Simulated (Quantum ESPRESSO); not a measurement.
Zn: equation of state with PBE

Crystal: Zn.

```xyz
2
Lattice="2.6700 0.0000 0.0000 -1.3350 2.3123 0.0000 0.0000 0.0000 4.9660" Properties=species:S:1:pos:R:3 pbc="T T T"
Zn    1.3350    0.7708    3.7245
Zn    0.0000    1.5415    1.2415
```

* Program: Quantum ESPRESSO 7.5
* Task: equation of state
* Functional: PBE
* Potentials or basis: SSSP 1.3 efficiency PBE
* Cutoff: 748 eV
* Density cutoff: 5987 eV
* k mesh: 11 × 11 × 6
* Occupations: fermi-dirac, width 0.05 eV
* Spin: no spin polarisation
* Mixing beta: 0.5
* Most SCF iterations: 120
* SCF threshold: 4e-10 Ry

| Item | Value |
| --- | --- |
| Equilibrium volume | 15.21 Å³/atom |
| Bulk modulus at fixed shape and positions | 74 GPa |
| Pressure derivative of the bulk modulus | 5.2 |

Energy against volume, from the lowest point:
```tsv
volume (Å³/atom)	energy (meV/atom)
14.410	10.79
14.716	3.83
15.023	0.36
15.330	0.00
15.636	2.39
15.943	7.16
16.249	14.07
```

All runs of the series together: 4.8 min on 1 thread of AMD EPYC 7R43 64-Core Processor (Zen 3), on a shared host.

Caveat: the cell was scaled at fixed shape and fractional positions, which overstates the stiffness of a crystal with free parameters, most of all of layers and chains.
